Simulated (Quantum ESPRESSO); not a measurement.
# Ni (P-1) in Quantum ESPRESSO: convergence with SCF threshold

Aim: find how far SCF threshold must go before the results for Ni settle, at PBEsol. This setting moves, with any that are tied to it; all else stays.

Program: Quantum ESPRESSO 7.5. These are calculated values, not measurements. Logs are shortened: lines on timing, memory, paths and dates and some standing lists are left out, and cuts for length are marked.

## (1) The cell of the first run

The typed cell holds 2 atoms: a = 2.448 Å, b = 2.448 Å, c = 4.073 Å, α = 90.00°, β = 90.00°, γ = 120.00°.

This isn't the form of Ni at room conditions, which is fcc.

The cell isn't the ideal one: atoms moved at random, drawn with an rms of 0.15 Å.

## (2) With SCF threshold 0.001 Ry

pw.in reads:

```
&CONTROL
  calculation = 'scf'
  prefix = 'pwscf'
  outdir = './tmp'
  pseudo_dir = './pseudo'
  tprnfor = .true.
  tstress = .true.
  disk_io = 'nowf'
/
&SYSTEM
  ibrav = 0
  nat = 2
  ntyp = 1
  ecutwfc = 45
  ecutrho = 360
  nbnd = 29
  occupations = 'smearing'
  smearing = 'mv'
  degauss = 0.00999582
  nspin = 2
  starting_magnetization(1) = 0.0556
/
&ELECTRONS
  conv_thr = 0.001
  electron_maxstep = 120
  mixing_beta = 0.3
/
ATOMIC_SPECIES
Ni    58.6934 ni_pbesol_v1.4.uspp.F.UPF
CELL_PARAMETERS angstrom
   2.4480228978    0.0000000000    0.0000000000
  -1.2240114489    2.1200500186    0.0000000000
   0.0000000000    0.0000000000    4.0728075700
ATOMIC_POSITIONS crystal
Ni     0.6465950000    0.2990080000    0.7604110000
Ni     0.3619010000    0.6335320000    0.2588130000
K_POINTS automatic
7 7 4 0 0 0
```

Potentials or basis: GBRV 1.5 PBEsol.

Run with:

```console
> OMP_NUM_THREADS=1 pw.x -in pw.in > pw.out
```

pw.out:

```text
This program is part of the open-source Quantum ESPRESSO suite
     for quantum simulation of materials; please cite
         "P. Giannozzi et al., J. Phys.:Condens. Matter 21 395502 (2009);
         "P. Giannozzi et al., J. Phys.:Condens. Matter 29 465901 (2017);
         "P. Giannozzi et al., J. Chem. Phys. 152 154105 (2020);
     in publications or presentations arising from this work. More details at

     G-vector sticks info
     --------------------
     sticks:   dense  smooth     PW     G-vecs:    dense   smooth      PW
     Sum         517     265     85                16451     5757    1099

     Using Slab Decomposition

     bravais-lattice index     =            0
     lattice parameter (alat)  =       4.6261  a.u.
     unit-cell volume          =     142.6435 (a.u.)^3
     number of atoms/cell      =            2
     number of atomic types    =            1
     number of electrons       =        36.00
     number of Kohn-Sham states=           29
     kinetic-energy cutoff     =      45.0000  Ry
     charge density cutoff     =     360.0000  Ry
     scf convergence threshold =      1.0E-03
     mixing beta               =       0.3000
     number of iterations used =            8  plain     mixing
     Exchange-correlation= SLA  PW   PSX  PSC
                           (   1   4  10   8   0   0   0)

     celldm(1)=   4.626093  celldm(2)=   0.000000  celldm(3)=   0.000000
     celldm(4)=   0.000000  celldm(5)=   0.000000  celldm(6)=   0.000000

     crystal axes: (cart. coord. in units of alat)
               a(1) = (   1.000000   0.000000   0.000000 )
               a(2) = (  -0.500000   0.866025   0.000000 )
               a(3) = (   0.000000   0.000000   1.663713 )

     reciprocal axes: (cart. coord. in units 2 pi/alat)
               b(1) = (  1.000000  0.577350 -0.000000 )
               b(2) = (  0.000000  1.154701  0.000000 )
               b(3) = (  0.000000 -0.000000  0.601065 )

     PseudoPot. # 1 for Ni read from file:
     ni_pbesol_v1.4.uspp.F.UPF
     Pseudo is Ultrasoft + core correction, Zval = 18.0
     Generated by new atomic code, or converted to UPF format
     Using radial grid of  865 points,  6 beta functions with:
                l(1) =   0
                l(2) =   0
                l(3) =   1
                l(4) =   1
                l(5) =   2
                l(6) =   2
     Q(r) pseudized with 10 coefficients,  rinner =    0.980   0.980   0.980
                                                       0.980   0.980

     atomic species   valence    mass     pseudopotential
     Ni               18.00    58.69340     Ni( 1.00)

     Starting magnetic structure
     atomic species   magnetization
     Ni              0.056

     No symmetry found

   Cartesian axes

     site n.     atom                  positions (alat units)
         1        Ni     tau(   1) = (   0.4970910   0.2589485   1.2651057  )
         2        Ni     tau(   2) = (   0.0451350   0.5486548   0.4305906  )

     number of k points=    99  Marzari-Vanderbilt smearing, width (Ry)=  0.0100
                       cart. coord. in units 2pi/alat
        k(    1) = (   0.0000000   0.0000000   0.0000000), wk =   0.0051020
        k(    2) = (   0.0000000   0.0000000   0.1502663), wk =   0.0102041
        k(    3) = (   0.0000000   0.0000000  -0.3005326), wk =   0.0051020
        k(    4) = (   0.0000000   0.1649572   0.0000000), wk =   0.0102041
        k(    5) = (   0.0000000   0.1649572   0.1502663), wk =   0.0102041
        k(    6) = (   0.0000000   0.1649572  -0.3005326), wk =   0.0102041
[... 91 lines left out ...]
        k(   98) = (  -0.2857143   0.4948717   0.3005326), wk =   0.0102041
        k(   99) = (   0.5714286  -0.0000000  -0.3005326), wk =   0.0102041

     Dense  grid:    16451 G-vectors     FFT dimensions: (  27,  27,  48)

     Smooth grid:     5757 G-vectors     FFT dimensions: (  20,  20,  36)

     Check: negative core charge=   -0.000008
     Generating pointlists ...
     new r_m :   0.4075 (alat units)  1.8850 (a.u.) for type    1

     Initial potential from superposition of free atoms

     starting charge      32.0000, renormalised to      36.0000
     Starting wfcs are   26 randomized atomic wfcs +    3 random wfcs

     Self-consistent Calculation

     iteration #  1     ecut=    45.00 Ry     beta= 0.30
     Davidson diagonalization with overlap
     ethr =  1.00E-02,  avg # of iterations =  5.4

     total energy              =    -674.01868634 Ry
     estimated scf accuracy    <      61.39538858 Ry

     total magnetization       =     0.40 Bohr mag/cell
     absolute magnetization    =     0.44 Bohr mag/cell

     iteration #  2     ecut=    45.00 Ry     beta= 0.30
     Davidson diagonalization with overlap
     ethr =  1.00E-02,  avg # of iterations =  3.0

     total energy              =    -685.77261036 Ry
     estimated scf accuracy    <       1.87738122 Ry

     total magnetization       =     0.81 Bohr mag/cell
     absolute magnetization    =     0.98 Bohr mag/cell

     iteration #  3     ecut=    45.00 Ry     beta= 0.30
     Davidson diagonalization with overlap
     ethr =  5.21E-03,  avg # of iterations =  2.0

     total energy              =    -686.14909485 Ry
     estimated scf accuracy    <       0.11233386 Ry

     total magnetization       =     1.48 Bohr mag/cell
     absolute magnetization    =     1.59 Bohr mag/cell

     iteration #  4     ecut=    45.00 Ry     beta= 0.30
     Davidson diagonalization with overlap
     ethr =  3.12E-04,  avg # of iterations =  2.0

     total energy              =    -686.16843999 Ry
     estimated scf accuracy    <       0.00941671 Ry

     total magnetization       =     1.32 Bohr mag/cell
     absolute magnetization    =     1.45 Bohr mag/cell

     iteration #  5     ecut=    45.00 Ry     beta= 0.30
     Davidson diagonalization with overlap
     ethr =  2.62E-05,  avg # of iterations =  2.5

     total energy              =    -686.16961690 Ry
     estimated scf accuracy    <       0.00219525 Ry

     total magnetization       =     1.38 Bohr mag/cell
     absolute magnetization    =     1.51 Bohr mag/cell

     iteration #  6     ecut=    45.00 Ry     beta= 0.30
     Davidson diagonalization with overlap
     ethr =  6.10E-06,  avg # of iterations =  1.7

     Magnetic moment per site  (integrated on atomic sphere of radius R)
     atom   1 (R=0.407)  charge= 16.5558  magn=  0.7267
     atom   2 (R=0.407)  charge= 16.5733  magn=  0.7174

     End of self-consistent calculation

     Number of k-points >= 100: set verbosity='high' to print the bands.

     the Fermi energy is    18.4131 ev

!    total energy              =    -686.16963962 Ry
     estimated scf accuracy    <       0.00027062 Ry
     smearing contrib. (-TS)   =      -0.00073021 Ry
     internal energy E=F+TS    =    -686.16890941 Ry

     The total energy is F=E-TS. E is the sum of the following terms:
     one-electron contribution =    -376.28774554 Ry
     hartree contribution      =     211.72172423 Ry
     xc contribution           =     -70.39252119 Ry
     ewald contribution        =    -451.21036690 Ry

     total magnetization       =     1.38 Bohr mag/cell
     absolute magnetization    =     1.52 Bohr mag/cell

     convergence has been achieved in   6 iterations

     Forces acting on atoms (cartesian axes, Ry/au):

     atom    1 type  1   force =     0.00829134   -0.00066961    0.00309083
     atom    2 type  1   force =    -0.00829134    0.00066961   -0.00309083

     Total force =     0.012550     Total SCF correction =     0.016838
     SCF correction compared to forces is large: reduce conv_thr to get better values

     Computing stress (Cartesian axis) and pressure

          total   stress  (Ry/bohr**3)                   (kbar)     P=     -194.55
  -0.00127272  -0.00009203  -0.00000532         -187.22      -13.54       -0.78
  -0.00009203  -0.00126577   0.00000094          -13.54     -186.20        0.14
  -0.00000532   0.00000094  -0.00142905           -0.78        0.14     -210.22

=------------------------------------------------------------------------------=
   JOB DONE.
=------------------------------------------------------------------------------=
```

Wall time 28 s (1 thread of Arm Neoverse V2, shared host); peak memory 0.15 GiB.

Results:

```
Free energy                                           : -9335.8135 eV
Pressure                                              : -19.5 GPa
Largest force                                         : 0.228 eV/Å
Band gap on the k mesh                                : none (metal or under the smearing width)
Net moment                                            : 1.38 μB per cell
Absolute moment                                       : 1.52 μB per cell
Site moments                                          : Ni +0.73, +0.72 μB
Valence electrons inside the program's atomic spheres : Ni 16.56, 16.57
```

## (3) With SCF threshold 0.0001 Ry

Changes to pw.in since step 2:

```diff
@@ -23,3 +23,3 @@
 &ELECTRONS
-  conv_thr = 0.001
+  conv_thr = 0.0001
   electron_maxstep = 120
```

Potentials or basis: GBRV 1.5 PBEsol.

Run with:

```console
> OMP_NUM_THREADS=1 pw.x -in pw.in > pw.out
```

Run time: 42 s. Hardware: 1 thread of Arm Neoverse V2, shared host; peak memory 0.15 GiB.

Results:

```
Free energy                                           : -9335.8169 eV
Pressure                                              : 0.7 GPa
Largest force                                         : 0.260 eV/Å
Band gap on the k mesh                                : none (metal or under the smearing width)
Net moment                                            : 1.52 μB per cell
Absolute moment                                       : 1.68 μB per cell
Site moments                                          : Ni +0.79 μB
Valence electrons inside the program's atomic spheres : Ni 16.56
```

## (4) With SCF threshold 1e-05 Ry

Changes to pw.in since step 3:

```diff
@@ -23,3 +23,3 @@
 &ELECTRONS
-  conv_thr = 0.0001
+  conv_thr = 1d-05
   electron_maxstep = 120
```

Run with:

```console
> OMP_NUM_THREADS=1 pw.x -in pw.in > pw.out
```

It took 44 s on 1 thread of Arm Neoverse V2, shared host; peak memory 0.15 GiB.

Results:

- Free energy: -9335.8169 eV
- Pressure: 0.7 GPa
- Largest force: 0.260 eV/Å
- Band gap on the k mesh: none (metal or under the smearing width)
- Net moment: 1.52 μB per cell
- Absolute moment: 1.68 μB per cell
- Site moments: Ni +0.79 μB
- Valence electrons inside the program's atomic spheres: Ni 16.56

## (5) With SCF threshold 1e-06 Ry

Changes to pw.in since step 4:

```diff
@@ -23,3 +23,3 @@
 &ELECTRONS
-  conv_thr = 1d-05
+  conv_thr = 1d-06
   electron_maxstep = 120
```

Run with:

```console
> OMP_NUM_THREADS=1 pw.x -in pw.in > pw.out
```

It took 46 s on 1 thread of Arm Neoverse V2, shared host; peak memory 0.15 GiB.

What came out:

```
Free energy                                           : -9335.8169 eV
Pressure                                              : -1.8 GPa
Largest force                                         : 0.258 eV/Å
Band gap on the k mesh                                : none (metal or under the smearing width)
Net moment                                            : 1.51 μB per cell
Absolute moment                                       : 1.67 μB per cell
Site moments                                          : Ni +0.79 μB
Valence electrons inside the program's atomic spheres : Ni 16.56
```

## (6) With SCF threshold 1e-07 Ry

Changes to pw.in since step 5:

```diff
@@ -23,3 +23,3 @@
 &ELECTRONS
-  conv_thr = 1d-06
+  conv_thr = 1d-07
   electron_maxstep = 120
```

Potentials or basis: GBRV 1.5 PBEsol.

Run with:

```console
> OMP_NUM_THREADS=1 pw.x -in pw.in > pw.out
```

It took 53 s on 1 thread of Arm Neoverse V2, shared host; peak memory 0.15 GiB.

The run converged. Its results:

```yaml
Free_energy: -9335.8169 eV
Pressure: -2.6 GPa
Largest_force: 0.262 eV/Å
Band_gap_on_the_k_mesh: none (metal or under the smearing width)
Net_moment: 1.52 μB per cell
Absolute_moment: 1.68 μB per cell
Site_moments: Ni +0.80 μB
Valence_electrons_inside_the_program's_atomic_spheres: Ni 16.56
```

## (7) With SCF threshold 1e-08 Ry

Changes to pw.in since step 6:

```diff
@@ -23,3 +23,3 @@
 &ELECTRONS
-  conv_thr = 1d-07
+  conv_thr = 1d-08
   electron_maxstep = 120
```

Run with:

```console
> OMP_NUM_THREADS=1 pw.x -in pw.in > pw.out
```

Wall time 56 s (1 thread of Arm Neoverse V2, shared host); peak memory 0.15 GiB.

The run converged. Its results:

| Property | Result |
| --- | --- |
| Free energy | -9335.8169 eV |
| Pressure | -2.6 GPa |
| Largest force | 0.262 eV/Å |
| Band gap on the k mesh | none (metal or under the smearing width) |
| Net moment | 1.52 μB per cell |
| Absolute moment | 1.68 μB per cell |
| Site moments | Ni +0.80 μB |
| Valence electrons inside the program's atomic spheres | Ni 16.56 |

## (8) With SCF threshold 1e-10 Ry

Changes to pw.in since step 7:

```diff
@@ -23,3 +23,3 @@
 &ELECTRONS
-  conv_thr = 1d-08
+  conv_thr = 1d-10
   electron_maxstep = 120
```

Run with:

```console
> OMP_NUM_THREADS=1 pw.x -in pw.in > pw.out
```

Run time: 69 s. Hardware: 1 thread of Arm Neoverse V2, shared host; peak memory 0.15 GiB.

It converged, with:

* Free energy: -9335.8169 eV
* Pressure: -2.5 GPa
* Largest force: 0.261 eV/Å
* Band gap on the k mesh: none (metal or under the smearing width)
* Net moment: 1.52 μB per cell
* Absolute moment: 1.68 μB per cell
* Site moments: Ni +0.80 μB
* Valence electrons inside the program's atomic spheres: Ni 16.56

## (9) With SCF threshold 1e-12 Ry

Changes to pw.in since step 8:

```diff
@@ -23,3 +23,3 @@
 &ELECTRONS
-  conv_thr = 1d-10
+  conv_thr = 1d-12
   electron_maxstep = 120
```

Potentials or basis: GBRV 1.5 PBEsol.

Run with:

```console
> OMP_NUM_THREADS=1 pw.x -in pw.in > pw.out
```

It took 79 s on 1 thread of Arm Neoverse V2, shared host; peak memory 0.15 GiB.

The run converged. Its results:

```
Free energy                                           : -9335.8169 eV
Pressure                                              : -2.5 GPa
Largest force                                         : 0.261 eV/Å
Band gap on the k mesh                                : none (metal or under the smearing width)
Net moment                                            : 1.52 μB per cell
Absolute moment                                       : 1.68 μB per cell
Site moments                                          : Ni +0.80 μB
Valence electrons inside the program's atomic spheres : Ni 16.56
```

## (10) Summary

```
SCF threshold  energy less the tightest run, at zero smearing (meV/atom)  pressure (GPa)  largest force (eV/Å)  absolute moment (μB)  SCF cycles  CPU time (s)  peak memory (GiB)
     0.001 Ry                                                       1.70          -19.45                 0.228                  1.52           6            28               0.15
    0.0001 Ry                                                       0.00            0.74                 0.260                  1.68          11            42               0.15
     1e-05 Ry                                                       0.00            0.74                 0.260                  1.68          11            44               0.15
     1e-06 Ry                                                       0.00           -1.76                 0.258                  1.67          12            46               0.15
     1e-07 Ry                                                       0.00           -2.63                 0.262                  1.68          14            53               0.15
     1e-08 Ry                                                       0.00           -2.63                 0.262                  1.68          14            56               0.15
     1e-10 Ry                                                       0.00           -2.53                 0.261                  1.68          17            69               0.15
     1e-12 Ry                                                       0.00           -2.52                 0.261                  1.68          20            79               0.15
```

Against the tightest run, the energy stays within 1 meV/atom from 0.0001 Ry on; the pressure stays within 0.1 GPa from 1e-10 Ry on; the largest force stays within 0.005 eV/Å from 0.0001 Ry on; the absolute moment stays within 0.02 μB from 0.0001 Ry on. The tightest run that finished is the yardstick and may itself not be fully converged.

Caveats: all runs use coarse meshes.
